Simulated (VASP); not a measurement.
# HfO₂, self-consistent run: which settings are enough?

HfO₂, Imm2 (no. 44), 3 atoms in the cell. PBE; PAW potentials Hf_pv, O (PBE set). VASP 6.6.1. The cell is changed on purpose: last atom moved by 0.04 Å along z, cell strained by -1.0% along z.

Wanted: energy within 10 meV/atom.

What the run is for: energy; Accuracy asked: screening.

POSCAR:
```
HfO2
1.0
    0.0000000000      2.5575000000      2.5319250000
    2.5575000000      0.0000000000      2.5319250000
    2.5575000000      2.5575000000      0.0000000000
Hf O
1 2
Direct
    0.0000000000      0.0000000000      0.0000000000
    0.7500000000      0.7500000000      0.7500000000
    0.2578201400      0.2578201400      0.2421798600
```

The series start from Plane-wave cutoff (eV): 520; k-point mesh: 8 × 8 × 8; Precision mode (PREC): Accurate; Electronic threshold (eV): 1e-6; Bands in all (NBANDS): 22; Aspherical gradient terms in the spheres (LASPH): yes; Electronic algorithm: ALGO=Normal; Density mixing: defaults; Use of symmetry (ISYM): defaults. Each series keeps the choices made before it, and each single choice may use up half of a tolerance.

## Plane-wave cutoff (eV)

| Plane-wave cutoff (eV) | Energy less reference (meV/atom) | SCF iterations | Time (s) |
|---|---|---|---|
| 320 | -68 | 13 | 14 |
| 400 | -7 | 14 | 16 |
| 460 | 3 | 14 | 23 |
| 520 | 5 | 14 | 23 |
| 600 | 3 | 14 | 27 |
| 700 | 1 | 14 | 29 |
| 840 (reference) | 0 | 14 | 49 |

Chosen: 600, the loosest value from which every tighter one stays within half of the tolerance.

## k-point mesh

| k-point mesh | Energy less reference (meV/atom) | SCF iterations | Time (s) |
|---|---|---|---|
| 3 × 3 × 3 | 3 | 14 | 4.7 |
| 4 × 4 × 4 | 0 | 13 | 6.8 |
| 5 × 5 × 5 | 0 | 14 | 9.7 |
| 6 × 6 × 6 | 0 | 14 | 14 |
| 8 × 8 × 8 | 0 | 14 | 27 |
| 9 × 9 × 9 | 0 | 14 | 35 |
| 12 × 12 × 12 | 0 | 14 | 76 |
| 15 × 15 × 15 (reference) | 0 | 14 | 175 |

Chosen: 3 × 3 × 3.

## Precision mode (PREC)

| Precision mode (PREC) | Energy less reference (meV/atom) | SCF iterations | Time (s) |
|---|---|---|---|
| SingleN | 0 | 14 | 2.6 |
| Normal | 0 | 14 | 3.2 |
| Single | 0 | 14 | 3.5 |
| Accurate (reference) | 0 | 14 | 4.7 |

Chosen: SingleN.

## Electronic threshold (eV)

| Electronic threshold (eV) | Energy less reference (meV/atom) | SCF iterations | Time (s) |
|---|---|---|---|
| 0.001 | 0 | 10 | 2.0 |
| 0.0001 | 0 | 11 | 2.2 |
| 1e-5 | 0 | 12 | 2.3 |
| 1e-6 | 0 | 14 | 2.6 |
| 1e-7 | 0 | 15 | 2.9 |
| 1e-8 (reference) | 0 | 16 | 3.1 |

Chosen: 0.001.

## Bands in all (NBANDS)

| Bands in all (NBANDS) | Energy less reference (meV/atom) | SCF iterations | Time (s) |
|---|---|---|---|
| 12 | 0 | 10 | 1.8 |
| 13 | 0 | 10 | 1.7 |
| 15 | 0 | 10 | 1.8 |
| 17 | 0 | 10 | 1.9 |
| 22 | 0 | 10 | 2.0 |
| 33 (reference) | 0 | 10 | 2.5 |

Chosen: 12.

## Aspherical gradient terms in the spheres (LASPH)

| Aspherical gradient terms in the spheres (LASPH) | Energy less reference (meV/atom) | SCF iterations | Time (s) |
|---|---|---|---|
| no | 0 | 10 | 1.3 |
| yes (reference) | 0 | 10 | 1.8 |

Chosen: no.

## Electronic algorithm

| Electronic algorithm | Energy less reference (meV/atom) | SCF iterations | Time (s) |
|---|---|---|---|
| ALGO=Normal | 0 | 10 | 1.3 |
| ALGO=Fast | 0 | 13 | 1.4 |
| ALGO=VeryFast | 0 | 17 | 1.5 |
| ALGO=All ISEARCH=1 | 0 | 14 | 1.4 |
| ALGO=All ISEARCH=0 | 0 | 14 | 1.4 |
| ALGO=Damped TIME=0.4 | 0 | 19 | 1.5 |
| ALGO=Damped TIME=0.1 | 0 | 29 | 2.0 |

Chosen: ALGO=Normal; no other choice that stays within half of the tolerance saves 30 % of the time.

## Density mixing

| Density mixing | Energy less reference (meV/atom) | SCF iterations | Time (s) |
|---|---|---|---|
| defaults | 0 | 10 | 1.3 |
| INIMIX=0 | 0 | 10 | 1.3 |
| BMIX=0.0001 | 0 | 10 | 1.2 |
| AMIN=0.01 | 0 | 10 | 1.3 |
| AMIX=0.6 | 0 | 10 | 1.3 |
| MIXPRE=0 | 0 | 10 | 1.4 |
| MAXMIX=-10 | 0 | 10 | 1.3 |

Chosen: defaults.

## Use of symmetry (ISYM)

| Use of symmetry (ISYM) | Energy less reference (meV/atom) | SCF iterations | Time (s) |
|---|---|---|---|
| defaults | 0 | 10 | 1.3 |
| ISYM=1 | 0 | 10 | 1.3 |
| ISYM=0 | 0 | 10 | 1.7 |
| ISYM=-1 | 0 | 10 | 2.5 |

Chosen: defaults.

## All choices together

| Input | Energy less reference (meV/atom) | Time (s) |
|---|---|---|
| the program's defaults (naive) | -8 | 2.1 |
| chosen settings | 6 | 1.3 |
| reference settings throughout | 0 | 444 |

The tolerance is met.

## The input

INCAR:
```
SYSTEM = HfO2
GGA = PE
ISMEAR = 0
SIGMA = 0.03
LWAVE = .False.
LCHARG = .False.
ISIF = 2
PREC = SingleN
LASPH = .False.
LREAL = .False.
ALGO = Normal
EDIFF = 0.001
NELM = 120
GGA_COMPAT = .False.
ENCUT = 600
EFERMI = MIDGAP
KPAR = 2
NBANDS = 12
```

KPOINTS:
```
Automatic mesh
0
Gamma
  3 3 3
  0 0 0
```

Commands:
```
cat potpaw_PBE.64/Hf_pv/POTCAR potpaw_PBE.64/O/POTCAR > POTCAR
mpirun -np 2 vasp_std > vasp.out
```

The naive input happens to agree within the tolerance here, in 2.1 s.

The chosen input took VASP 6.6.1 1.3 s on 2 cores (AMD EPYC 9R14 (Zen 4)), a shared host.

## An input that fails: too few bands

VASP's message: The number of bands is not sufficient to hold all electrons. I am sorry, but this calculation does not make sense. If you want to calculate only selected states, you need to set either EFERMI or EREF. EREF specifies around which energy states are supposed to be calculated. I found NBANDS = 10, NELECT = ….

Changes against the starting input:
```
- NELM = 120
- NBANDS = 22
+ NELM = 93
+ NBANDS = 10
```
